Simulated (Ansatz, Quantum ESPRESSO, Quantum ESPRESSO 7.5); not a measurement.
## Evanescent states of CaS, rock salt type, lattice constant set to 5.653 Å

Aim: how fast states decay in the gap of CaS, rock salt type, lattice constant set to 5.653 Å.

Program: Quantum ESPRESSO 7.5. Level of theory: plane-wave DFT, PBEsol, GBRV ultrasoft pseudopotentials (cross-check by Ansatz 0.2.0 with PAW datasets). Results are calculated unless marked as measured.

This is a report of a sequence of runs, with most program output left out.

## 1. The structure

Symmetry: Fm-3m, No. 225, cubic system. Conventional cell: a = 5.653 Å, b = 5.653 Å, c = 5.653 Å, α = 90.00°, β = 90.00°, γ = 90.00°. Ca has 6 S at 2.83 Å nearest. Nearest to S lie 6 Ca at 2.83 Å. Farther neighbours and most contacts between anions are not listed.

Coordinates:

```cif
data_structure
_symmetry_space_group_name_H-M 'P 1'
_symmetry_Int_Tables_number 1
_cell_length_a 3.9973
_cell_length_b 3.9973
_cell_length_c 5.6530
_cell_angle_alpha 90.000
_cell_angle_beta 90.000
_cell_angle_gamma 90.000
_cell_volume 90.32
loop_
_atom_site_label
_atom_site_type_symbol
_atom_site_fract_x
_atom_site_fract_y
_atom_site_fract_z
_atom_site_occupancy
Ca1 Ca 0.00000 0.00000 0.00000 1
S2 S 0.50000 0.50000 0.00000 1
Ca3 Ca 0.50000 0.50000 0.50000 1
S4 S 0.00000 0.00000 0.50000 1
```

## 2. Self-consistent run

pwcond needs a cell whose third axis lies along the current and stands perpendicular to the other two.

scf.in reads:

```
&control
  prefix = 'scf'
  outdir = './out'
  pseudo_dir = './pseudo'
  calculation = 'scf'
  tprnfor = .true.
/
&system
  ibrav = 0
  nat = 4
  ntyp = 2
  ecutwfc = 40
  ecutrho = 200
  occupations = 'fixed'
  nbnd = 20
/
&electrons
  conv_thr = 1e-09
  mixing_beta = 0.6
  electron_maxstep = 120
/
ATOMIC_SPECIES
  Ca  40.0780  ca_pbesol_v1.uspp.F.UPF
  S   32.0600  s_pbesol_v1.4.uspp.F.UPF
CELL_PARAMETERS angstrom
  3.99727463404755 0.00000000000000 0.00000000000000
  0.00000000000000 3.99727463404755 0.00000000000000
  0.00000000000000 0.00000000000000 5.65300000000000
ATOMIC_POSITIONS crystal
  Ca  0.000000000000 0.000000000000 0.000000000000
  S   0.500000000000 0.500000000000 0.000000000000
  Ca  0.500000000000 0.500000000000 0.500000000000
  S   0.000000000000 0.000000000000 0.500000000000
K_POINTS automatic
  6 6 6 0 0 0
```

On the command line:

```
> OMP_NUM_THREADS=1 mpirun -n 2 pw.x -nk 2 -in scf.in > scf.out
```

Wall time 22 s (2 MPI ranks of Arm Neoverse V1, shared host); peak memory 0.17 GiB; 44 s of CPU time.

Numbers from this step:

| Item | Value |
| --- | --- |
| free energy | -2698.8295 eV |
| valence top, on the run's zero | 6.180 eV |
| conduction bottom, on the run's zero | 8.368 eV |
| gap by band count | 2.188 eV |

The run needed 9 iterations to bring the estimated error under 1e-09 Ry.

## 3. Complex bands with pwcond.x

ikind = 0 solves one period of the crystal for all kz, real and complex, at each energy and k across. ewind and epsproj trim the two-dimensional plane-wave basis; nz1 sets the subslabs.

cbs.in reads:

```
&inputcond
  outdir = './out'
  prefixl = 'scf'
  band_file = 'cbs'
  ikind = 0
  ewind = 4.0
  epsproj = 1e-05
  nz1 = 7
  energy0 = 6.9
  denergy = -0.23
/
4
  0.00000000 0.00000000 1.00000000
  0.50000000 0.00000000 1.00000000
  0.50000000 0.50000000 1.00000000
  0.25000000 0.00000000 1.00000000
40
```

On the command line:

```
> OMP_NUM_THREADS=1 mpirun -n 2 pwcond.x -in cbs.in > cbs.out
```

The job ended after 2.1 min (2 MPI ranks; peak memory 0.12 GiB).

This step gave:

```
peak of the smallest κ at the zone centre : 0.222 Å⁻¹
energy of the peak at the zone centre     : 1.84 eV
peak of the smallest κ at (1/2, 0)        : 0.556 Å⁻¹
peak of the smallest κ at (1/2, 1/2)      : 0.273 Å⁻¹
peak of the smallest κ at (1/4, 0)        : 0.389 Å⁻¹
```

K across = (0, 0) in the cell's reciprocal vectors; values within 0.0025 1/Å of each other count once, columns are sorted by size at each energy, a dash where no further value was kept. Table of Im kz of the slowest decaying states by energy, zero at the highest filled level of the SCF mesh:

| energy (eV) | decay 1 (Å⁻¹) | decay 2 (Å⁻¹) | decay 3 (Å⁻¹) |
| --- | --- | --- | --- |
| -2.07 | 0.322 | 0.901 | 1.16 |
| -1.84 | 0.376 | 0.857 | 1.13 |
| -1.38 | 0.434 | 0.746 | 1.06 |
| -1.15 | 0.452 | 0.669 | 1.03 |
| -0.92 | 0.343 | 0.466 | 0.742 |
| -0.46 | 0.484 | 0.868 | 0.927 |
| -0.23 | 0.49 | 0.889 | 0.892 |
| 0.00 | 0.011 | 0.015 | 0.494 |
| 0.46 | 0.149 | 0.313 | 0.497 |
| 0.69 | 0.174 | 0.355 | 0.497 |
| 0.92 | 0.192 | 0.381 | 0.496 |
| 1.38 | 0.214 | 0.404 | 0.491 |
| 1.61 | 0.22 | 0.406 | 0.452 |
| 1.84 | 0.222 | 0.353 | 0.403 |
| 2.30 | 0.221 | 0.385 | 0.469 |
| 2.53 | 0.216 | 0.369 | 0.461 |
| 2.99 | 0.199 | 0.326 | 0.443 |
| 3.22 | 0.186 | 0.296 | 0.432 |
| 3.45 | 0.169 | 0.259 | 0.42 |
| 3.91 | 0.107 | 0.141 | 0.393 |
| 4.14 | 0.098 | 0.325 | 0.377 |
| 4.37 | 0.209 | 0.213 | 0.36 |
| 4.83 | 0.319 | 0.736 | 1.99 |
| 5.06 | 0.296 | 0.352 | 0.713 |
| 5.29 | 0.267 | 0.377 | 0.688 |
| 5.75 | 0.185 | 0.245 | 0.412 |
| 5.98 | 0.057 | 0.388 | 0.424 |
| 6.21 | 0.133 | 0.433 | 0.475 |
| 6.67 | 0.158 | 0.424 | 0.444 |
| 6.90 | 0.201 | 0.217 | 0.446 |

K across = (0, 0) in the cell's reciprocal vectors. Re kz of states that move upwards against energy, zero at the highest filled level of the SCF mesh:

| energy (eV) | channel 1 (Å⁻¹) | channel 2 (Å⁻¹) | channel 3 (Å⁻¹) | channel 4 (Å⁻¹) | channel 5 (Å⁻¹) |
| --- | --- | --- | --- | --- | --- |
| -2.07 | 0.549 | - | - | - | - |
| -1.61 | -0.425 | - | - | - | - |
| -1.38 | -0.371 | - | - | - | - |
| -0.92 | -0.273 | - | - | - | - |
| -0.69 | -0.226 | 0.412 | 0.412 | - | - |
| -0.23 | -0.291 | -0.291 | -0.119 | - | - |
| 0.00 | - | - | - | - | - |
| 0.46 | - | - | - | - | - |
| 0.69 | - | - | - | - | - |
| 1.15 | - | - | - | - | - |
| 1.61 | - | - | - | - | - |
| 1.84 | - | - | - | - | - |
| 2.30 | 0.203 | - | - | - | - |
| 2.53 | 0.359 | - | - | - | - |
| 2.99 | -0.547 | - | - | - | - |
| 3.22 | -0.460 | - | - | - | - |
| 3.68 | -0.286 | - | - | - | - |
| 4.14 | 0.0464 | 0.0826 | 0.0826 | - | - |
| 4.37 | 0.173 | 0.189 | 0.189 | - | - |
| 4.83 | 0.0845 | 0.260 | 0.317 | 0.317 | 0.412 |
| 5.06 | 0.145 | 0.370 | 0.370 | 0.488 | 0.509 |
| 5.52 | -0.428 | -0.225 | 0.219 | 0.469 | 0.469 |
| 5.75 | -0.338 | 0.249 | 0.519 | 0.519 | - |
| 6.21 | -0.483 | -0.483 | 0.304 | - | - |
| 6.44 | -0.415 | -0.415 | 0.329 | - | - |
| 6.90 | 0.0853 | 0.380 | - | - | - |

K across = (1/2, 0) in the cell's reciprocal vectors; values within 0.0025 1/Å of each other count once, columns are sorted by size at each energy, a dash where no further value was kept. Table of Im kz of the slowest decaying states by energy, zero at the highest filled level of the SCF mesh:

| energy (eV) | decay 1 (Å⁻¹) | decay 2 (Å⁻¹) | decay 3 (Å⁻¹) |
| --- | --- | --- | --- |
| -2.07 | 0.218 | 0.764 | 0.778 |
| -1.61 | 0.196 | 0.604 | 0.671 |
| -1.15 | 0.018 | 0.026 | 0.365 |
| -0.69 | 0.495 | 0.564 | 1.52 |
| -0.46 | 0.519 | 0.614 | 1.50 |
| 0.00 | 0.545 | 0.666 | 1.45 |
| 0.46 | 0.555 | 0.686 | 1.40 |
| 0.92 | 0.555 | 0.69 | 1.35 |
| 1.38 | 0.547 | 0.682 | 1.30 |
| 1.84 | 0.533 | 0.667 | 1.24 |
| 2.30 | 0.511 | 0.643 | 1.18 |
| 2.53 | 0.497 | 0.629 | 1.15 |
| 2.99 | 0.465 | 0.594 | 1.09 |
| 3.45 | 0.422 | 0.551 | 1.02 |
| 3.91 | 0.365 | 0.498 | 0.943 |
| 4.37 | 0.282 | 0.43 | 0.859 |
| 4.83 | 0.106 | 0.338 | 0.76 |
| 5.29 | 0.078 | 0.149 | 0.181 |
| 5.52 | 0.061 | 0.177 | 0.553 |
| 5.98 | 0.129 | 0.201 | 0.211 |
| 6.44 | 0.14 | 0.392 | 0.395 |
| 6.90 | 0.213 | 0.5 | - |

K across = (1/2, 1/2) in the cell's reciprocal vectors; values within 0.0025 1/Å of each other count once, columns are sorted by size at each energy, a dash where no further value was kept. Table of Im kz of the slowest decaying states by energy, zero at the highest filled level of the SCF mesh:

| energy (eV) | decay 1 (Å⁻¹) | decay 2 (Å⁻¹) | decay 3 (Å⁻¹) |
| --- | --- | --- | --- |
| -2.07 | 0.269 | 1.16 | 1.67 |
| -1.61 | 1.17 | 1.63 | 1.98 |
| -1.15 | 1.18 | 1.59 | 1.94 |
| -0.69 | 0.136 | 1.18 | 1.54 |
| -0.46 | 0.202 | 0.206 | 1.17 |
| 0.00 | 0.259 | 0.278 | 1.17 |
| 0.46 | 0.273 | 0.317 | 1.15 |
| 0.92 | 0.261 | 0.339 | 1.14 |
| 1.38 | 0.226 | 0.35 | 1.12 |
| 1.84 | 0.158 | 0.354 | 1.1 |
| 2.30 | 0.352 | 1.08 | 1.20 |
| 2.53 | 0.348 | 1.06 | 1.17 |
| 2.99 | 0.337 | 1.03 | 1.10 |
| 3.45 | 0.321 | 1.00 | 1.02 |
| 3.91 | 0.298 | 0.935 | 0.97 |
| 4.37 | 0.268 | 0.832 | 0.931 |
| 4.83 | 0.227 | 0.704 | 0.888 |
| 5.29 | 0.164 | 0.527 | 0.839 |
| 5.52 | 0.102 | 0.396 | 0.812 |
| 5.98 | 0.033 | 0.752 | 1.11 |
| 6.44 | 0.119 | 0.68 | 0.953 |
| 6.90 | 0.079 | 0.135 | 0.375 |

K across = (1/4, 0) in the cell's reciprocal vectors; values within 0.0025 1/Å of each other count once, columns are sorted by size at each energy, a dash where no further value was kept. The Im kz of the slowest decaying states by energy, zero at the highest filled level of the SCF mesh:

| energy (eV) | decay 1 (Å⁻¹) | decay 2 (Å⁻¹) | decay 3 (Å⁻¹) |
| --- | --- | --- | --- |
| -2.07 | 0.039 | 0.834 | 0.85 |
| -1.61 | 0.715 | 0.777 | 1.21 |
| -1.15 | 0.179 | 0.478 | 0.741 |
| -0.69 | 0.271 | 0.669 | 0.749 |
| -0.46 | 0.057 | 0.239 | 0.298 |
| 0.00 | 0.321 | 0.427 | 0.586 |
| 0.46 | 0.367 | 0.49 | 0.567 |
| 0.92 | 0.386 | 0.514 | 0.552 |
| 1.38 | 0.389 | 0.517 | 0.536 |
| 1.84 | 0.381 | 0.505 | 0.517 |
| 2.30 | 0.362 | 0.481 | 0.492 |
| 2.53 | 0.349 | 0.464 | 0.475 |
| 2.99 | 0.313 | 0.421 | 0.628 |
| 3.45 | 0.238 | 0.26 | 0.363 |
| 3.91 | 0.169 | 0.278 | 0.515 |
| 4.37 | 0.077 | 0.12 | 0.135 |
| 4.83 | 0.125 | 0.436 | 0.614 |
| 5.29 | 0.378 | 0.417 | 0.551 |
| 5.52 | 0.34 | 0.414 | 0.512 |
| 5.98 | 0.23 | 0.288 | 0.339 |
| 6.44 | 0.024 | 0.147 | 0.442 |
| 6.90 | 0.251 | 0.272 | 0.346 |

## 4. Complex band structure, with epsproj = 0.01

How much does a setting matter? One run is repeated with a change.

cbs.w.in, as its differences from the input of step 3:

```diff
@@ -3,6 +3,6 @@
   prefixl = 'scf'
-  band_file = 'cbs'
+  band_file = 'cbs.w'
   ikind = 0
   ewind = 4.0
-  epsproj = 1e-05
+  epsproj = 0.01
   nz1 = 7
```

On the command line:

```
> OMP_NUM_THREADS=1 mpirun -n 2 pwcond.x -in cbs.w.in > cbs.w.out
```

Wall time 51 s (2 MPI ranks); peak memory 0.11 GiB.

The changed values were drawn from a wide range, not chosen for quality; the comparison shows what they did here together.

Beside the run it was changed from:

| quantity | this run | unchanged run | difference |
| --- | --- | --- | --- |
| peak of the smallest κ at the zone centre (Å⁻¹) | 0.223 | 0.222 | 0.0010 |
| peak of the smallest κ at (1/2, 0) (Å⁻¹) | 0.556 | 0.556 | 0 |
| peak of the smallest κ at (1/2, 1/2) (Å⁻¹) | 0.273 | 0.273 | 0 |
| wall time (s) | 51 | 123 |  |

The physical values in this table move by up to 0.45 %.

## 5. Cross-check with Ansatz

A second code with its own PAW datasets, on the same atoms.

Level of this step: plane-wave DFT, PBEsol, Ansatz PAW (Ansatz 0.2.0).

input.yaml reads:

```yaml
crystal:
  lattice:
    - [3.997274634, 0.0, 0.0]
    - [0.0, 3.997274634, 0.0]
    - [0.0, 0.0, 5.653]
  atoms:
    - { symbol: Ca, position: [0.0, 0.0, 0.0] }
    - { symbol: S, position: [0.5, 0.5, 0.0] }
    - { symbol: Ca, position: [0.5, 0.5, 0.5] }
    - { symbol: S, position: [0.0, 0.0, 0.5] }
kpoints:
  mp_grid: { grid: [6, 6, 6] }
hamiltonian:
  xc: pbesol
scf:
  occupations: { method: fixed }
  convergence: { dr2_threshold: 1.0e-09 }
output:
  transmission:
    leads: [[0, 0]]
    kpoints: [[0, 0], [0.5, 0], [0.5, 0.5], [0.25, 0]]
    e_range: [-2.07, 6.9]
    de: 0.23
```

On the command line:

```
> ansatz run input.yaml --threads 2 --pin off --max-ram 4096MiB --backend cpu --events-out ev --progress --plain --runs-dir out
```

Run time: 38 s. Hardware: 2 threads; peak memory 0.4 GiB; 42 s of CPU time.

This step gave:

| Item | Value |
| --- | --- |
| free energy | -5366.1054 eV |
| gap by band count | 2.185 eV |
| symmetry operations | 32 |
| slowest decay at the grid energy nearest mid-gap | 0.2046 Å⁻¹ |
| peak of the smallest κ at the zone centre | 0.2222 Å⁻¹ |
| peak of the smallest κ at (1/2, 0) | 0.5563 Å⁻¹ |
| peak of the smallest κ at (1/2, 1/2) | 0.2725 Å⁻¹ |
| peak of the smallest κ at (1/4, 0) | 0.3888 Å⁻¹ |
| valence top, on the run's zero | 6.119 eV |

K across = (0, 0) in the cell's reciprocal vectors; values within 0.0025 1/Å of each other count once, columns are sorted by size at each energy, a dash where no further value was kept. Im kz of the slowest decaying states against energy, zero at the highest filled level of the SCF mesh:

| energy (eV) | decay 1 (Å⁻¹) | decay 2 (Å⁻¹) | decay 3 (Å⁻¹) |
| --- | --- | --- | --- |
| -2.07 | 0.321 | 0.901 | 1.15 |
| -1.61 | 0.410 | 0.806 | 1.10 |
| -1.15 | 0.452 | 0.669 | 1.03 |
| -0.69 | 0.476 | 0.827 | 0.963 |
| -0.46 | 0.484 | 0.868 | 0.927 |
| 0.00 | 9.5e-4 | 0.494 | 0.848 |
| 0.46 | 0.148 | 0.313 | 0.497 |
| 0.92 | 0.192 | 0.380 | 0.496 |
| 1.38 | 0.214 | 0.404 | 0.491 |
| 1.84 | 0.222 | 0.351 | 0.403 |
| 2.30 | 0.221 | 0.384 | 0.469 |
| 2.53 | 0.216 | 0.369 | 0.461 |
| 2.99 | 0.199 | 0.325 | 0.443 |
| 3.45 | 0.169 | 0.258 | 0.420 |
| 3.91 | 0.108 | 0.140 | 0.393 |
| 4.37 | 0.208 | 0.214 | 0.360 |
| 4.83 | 0.320 | 0.736 | - |
| 5.29 | 0.267 | 0.377 | 0.687 |
| 5.52 | 0.232 | 0.397 | 0.659 |
| 5.98 | 0.0524 | 0.390 | 0.425 |
| 6.44 | 0.160 | 0.440 | 0.497 |
| 6.90 | 0.202 | 0.219 | 0.446 |

K across = (0, 0) in the cell's reciprocal vectors. Re kz of states that move upwards against energy, zero at the highest filled level of the SCF mesh:

| energy (eV) | channel 1 (Å⁻¹) | channel 2 (Å⁻¹) | channel 3 (Å⁻¹) | channel 4 (Å⁻¹) | channel 5 (Å⁻¹) |
| --- | --- | --- | --- | --- | --- |
| -2.07 | 0.549 | - | - | - | - |
| -1.61 | -0.425 | - | - | - | - |
| -1.15 | -0.321 | - | - | - | - |
| -0.69 | -0.226 | 0.412 | 0.412 | - | - |
| -0.23 | -0.292 | -0.292 | -0.119 | - | - |
| 0.00 | - | - | - | - | - |
| 0.23 | - | - | - | - | - |
| 0.69 | - | - | - | - | - |
| 1.15 | - | - | - | - | - |
| 1.61 | - | - | - | - | - |
| 2.07 | - | - | - | - | - |
| 2.53 | 0.361 | - | - | - | - |
| 2.76 | 0.471 | - | - | - | - |
| 3.22 | -0.459 | - | - | - | - |
| 3.68 | -0.284 | - | - | - | - |
| 4.14 | 0.0451 | 0.0847 | 0.0847 | - | - |
| 4.60 | 0.259 | 0.259 | 0.299 | - | - |
| 5.06 | 0.145 | 0.370 | 0.370 | 0.493 | 0.510 |
| 5.52 | -0.428 | -0.218 | 0.219 | 0.470 | 0.470 |
| 5.98 | -0.540 | -0.540 | -0.212 | 0.277 | - |
| 6.44 | -0.414 | -0.414 | 0.329 | - | - |
| 6.90 | 0.0863 | 0.380 | - | - | - |

K across = (1/2, 0) in the cell's reciprocal vectors; values within 0.0025 1/Å of each other count once, columns are sorted by size at each energy, a dash where no further value was kept. The Im kz of the slowest decaying states by energy, zero at the highest filled level of the SCF mesh:

| energy (eV) | decay 1 (Å⁻¹) | decay 2 (Å⁻¹) | decay 3 (Å⁻¹) |
| --- | --- | --- | --- |
| -2.07 | 0.218 | 0.764 | 0.777 |
| -1.84 | 0.226 | 0.695 | 0.729 |
| -1.38 | 0.449 | 0.591 | - |
| -1.15 | 0.0332 | 0.365 | - |
| -0.92 | 0.455 | 0.469 | - |
| -0.46 | 0.519 | 0.614 | 1.50 |
| -0.23 | 0.535 | 0.645 | 1.47 |
| 0.00 | 0.545 | 0.665 | 1.45 |
| 0.46 | 0.555 | 0.686 | 1.40 |
| 0.69 | 0.556 | 0.689 | 1.38 |
| 0.92 | 0.555 | 0.690 | 1.35 |
| 1.38 | 0.547 | 0.682 | 1.30 |
| 1.61 | 0.541 | 0.675 | 1.27 |
| 1.84 | 0.532 | 0.666 | 1.24 |
| 2.30 | 0.511 | 0.643 | 1.18 |
| 2.53 | 0.497 | 0.628 | 1.15 |
| 2.99 | 0.464 | 0.594 | 1.09 |
| 3.22 | 0.444 | 0.573 | 1.05 |
| 3.45 | 0.422 | 0.551 | 1.02 |
| 3.91 | 0.364 | 0.498 | 0.943 |
| 4.14 | 0.328 | 0.466 | 0.902 |
| 4.37 | 0.282 | 0.430 | 0.858 |
| 4.83 | 0.105 | 0.337 | 0.760 |
| 5.06 | 0.273 | 0.702 | 1.45 |
| 5.29 | 0.0780 | 0.150 | 0.180 |
| 5.75 | 0.170 | 0.435 | 1.36 |
| 5.98 | 0.129 | 0.194 | 1.33 |
| 6.21 | 0.0665 | 0.230 | 1.29 |
| 6.67 | 0.0334 | 0.188 | 0.463 |
| 6.90 | 0.214 | 0.502 | 1.17 |

K across = (1/2, 1/2) in the cell's reciprocal vectors; values within 0.0025 1/Å of each other count once, columns are sorted by size at each energy, a dash where no further value was kept. Table of Im kz of the slowest decaying states by energy, zero at the highest filled level of the SCF mesh:

| energy (eV) | decay 1 (Å⁻¹) | decay 2 (Å⁻¹) | decay 3 (Å⁻¹) |
| --- | --- | --- | --- |
| -2.07 | 0.269 | 1.16 | - |
| -1.84 | 0.193 | 1.17 | - |
| -1.38 | 1.18 | - | - |
| -1.15 | 1.18 | - | - |
| -0.92 | 1.18 | - | - |
| -0.46 | 0.202 | 0.206 | 1.17 |
| -0.23 | 0.238 | 0.248 | 1.17 |
| 0.00 | 0.259 | 0.278 | 1.17 |
| 0.46 | 0.273 | 0.316 | 1.15 |
| 0.69 | 0.269 | 0.329 | 1.15 |
| 0.92 | 0.261 | 0.339 | 1.14 |
| 1.38 | 0.225 | 0.350 | 1.12 |
| 1.61 | 0.197 | 0.353 | 1.11 |
| 1.84 | 0.157 | 0.354 | 1.10 |
| 2.30 | 0.352 | 1.08 | 1.20 |
| 2.53 | 0.348 | 1.06 | 1.17 |
| 2.99 | 0.337 | 1.04 | 1.10 |
| 3.22 | 0.330 | 1.02 | 1.06 |
| 3.45 | 0.321 | 1.00 | 1.02 |
| 3.91 | 0.298 | 0.935 | 0.969 |
| 4.14 | 0.284 | 0.886 | 0.951 |
| 4.37 | 0.267 | 0.832 | 0.931 |
| 4.83 | 0.226 | 0.703 | 0.888 |
| 5.06 | 0.199 | 0.624 | 0.864 |
| 5.29 | 0.163 | 0.526 | 0.839 |
| 5.75 | 0.202 | 0.783 | 1.17 |
| 5.98 | 0.0310 | 0.752 | 1.11 |
| 6.21 | 0.179 | 0.717 | 1.04 |
| 6.67 | 0.0499 | 0.636 | 0.797 |
| 6.90 | 0.0810 | 0.142 | 0.463 |

K across = (1/4, 0) in the cell's reciprocal vectors; values within 0.0025 1/Å of each other count once, columns are sorted by size at each energy, a dash where no further value was kept. Table of Im kz of the slowest decaying states by energy, zero at the highest filled level of the SCF mesh:

| energy (eV) | decay 1 (Å⁻¹) | decay 2 (Å⁻¹) | decay 3 (Å⁻¹) |
| --- | --- | --- | --- |
| -2.07 | 0.0387 | 0.834 | 0.850 |
| -1.84 | 0.781 | 0.812 | 1.25 |
| -1.61 | 0.715 | 0.777 | 1.21 |
| -1.38 | 0.0756 | 0.628 | 0.751 |
| -1.15 | 0.179 | 0.477 | 0.741 |
| -0.92 | 0.233 | 0.675 | 0.745 |
| -0.69 | 0.271 | 0.668 | 0.749 |
| -0.46 | 0.0538 | 0.239 | 0.298 |
| -0.23 | 0.241 | 0.315 | 0.364 |
| 0.00 | 0.321 | 0.427 | 0.585 |
| 0.46 | 0.366 | 0.490 | 0.567 |
| 0.69 | 0.378 | 0.505 | 0.559 |
| 0.92 | 0.385 | 0.514 | 0.552 |
| 1.15 | 0.389 | 0.517 | 0.544 |
| 1.38 | 0.389 | 0.517 | 0.536 |
| 1.61 | 0.386 | 0.512 | 0.527 |
| 1.84 | 0.381 | 0.505 | 0.517 |
| 2.07 | 0.372 | 0.494 | 0.505 |
| 2.30 | 0.362 | 0.480 | 0.492 |
| 2.53 | 0.349 | 0.464 | 0.475 |
| 2.76 | 0.332 | 0.444 | 0.453 |
| 2.99 | 0.313 | 0.420 | 0.627 |
| 3.22 | 0.289 | 0.363 | 0.394 |
| 3.45 | 0.234 | 0.260 | 0.362 |
| 3.68 | 0.223 | 0.325 | 0.531 |
| 3.91 | 0.169 | 0.278 | 0.515 |
| 4.14 | 0.216 | 0.498 | 0.689 |
| 4.37 | 0.0777 | 0.118 | 0.136 |
| 4.83 | 0.123 | 0.436 | 0.614 |
| 5.06 | 0.249 | 0.409 | 0.526 |
| 5.29 | 0.378 | 0.418 | 0.551 |
| 5.52 | 0.340 | 0.415 | 0.512 |
| 5.75 | 0.293 | 0.391 | 0.465 |
| 5.98 | 0.229 | 0.284 | 0.339 |
| 6.21 | 0.108 | 0.324 | 0.379 |
| 6.44 | 0.0232 | 0.143 | 0.443 |
| 6.67 | 0.124 | 0.148 | 0.214 |
| 6.90 | 0.251 | 0.272 | 0.349 |

## 6. The arithmetic

T falls as exp(−2κd). With κ = 0.202 1/Å, 10 Å of barrier pass exp(−2 × 0.202 × 10) = 0.018 of that channel, interfaces aside.

## 7. Results

```
gap on the SCF mesh                                                  : 2.19 eV
smallest κ at mid-gap among the four k points, at the zone centre    : 0.202 Å⁻¹
peak of the smallest κ in the stop band at the zone centre           : 0.222 Å⁻¹
peak of the smallest κ in the stop band at (1/2, 0)                  : 0.556 Å⁻¹
peak of the smallest κ in the stop band at (1/2, 1/2)                : 0.273 Å⁻¹
peak of the smallest κ in the stop band at (1/4, 0)                  : 0.389 Å⁻¹
energy of the peak at the zone centre, over the highest filled level : 1.84 eV
peak at the zone centre by Ansatz                                    : 0.222 Å⁻¹
```

With a gap of 2.19 eV on the mesh, the smallest κ at mid-gap among the four k points, at the zone centre is 0.202 Å⁻¹ (PBEsol, GBRV ultrasoft). For a barrier with the Fermi level at mid-gap the slowest state found, at the zone centre, loses a factor of ten in probability every 5.7 Å or so. Stop bands away from the zone centre are mostly wider than the gap, so their peaks can lie above the conduction bottom. At the zone centre pwcond's peak is 0.222 and Ansatz's 0.222 1/Å, 0 % apart. The cell is the a/√2 one, turned by 45°, with two primitive cells, so X along [001] folds onto kz = 0. A semilocal gap is too small, often by a third to a half and by more in narrow-gap crystals, so real barriers decay faster.

[Logs are printed without paths, hosts, clocks, repeated set-up lines and the standing remarks that a program may print on its own settings, such as how far it seeks lower states.]

[Hosts, paths, dates, database ids (printed as entryN), source tags and the programs' standing remarks are cut or masked in the printed files.]

[Maps of the electrostatic potential energy from Ansatz leave out the sawtooth potential of an applied field or a dipole correction, so their vacuum need not be flat; planar profiles and work functions include it.]
